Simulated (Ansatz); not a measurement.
Data:

GeO$_{2}$:
```xyz
6
Lattice="4.4872 0.0000 0.0000 0.0000 4.4872 0.0000 0.0000 0.0000 2.9050" Properties=species:S:1:pos:R:3 pbc="T T T"
Ge     2.2436     2.2436     1.4525
Ge     0.0000     0.0000     0.0000
O      3.1090     3.1090     0.0000
O      1.3781     1.3781     0.0000
O      3.6217     0.8655     1.4525
O      0.8655     3.6217     1.4525
```

This is the PBE-relaxed structure.

Problem. All from plane-wave PAW PBE (Ansatz code), unless another level is named. Give the gap with spin–orbit coupling.

Solution. 1.23 eV.

Problem. Next, the weight of the valence-edge state by species (Voronoi cells)?

Solution. O 99 %.

Problem. Next, the valence-band maximum?

Solution. at Γ.

Space group P4_2/mnm (rutile). The cell was relaxed with PBE under the symmetry of its start. Scalar-relativistic: spin–orbit coupling is off unless named, which matters more the heavier the elements.

Potentials: the later of the program's two PAW sets.
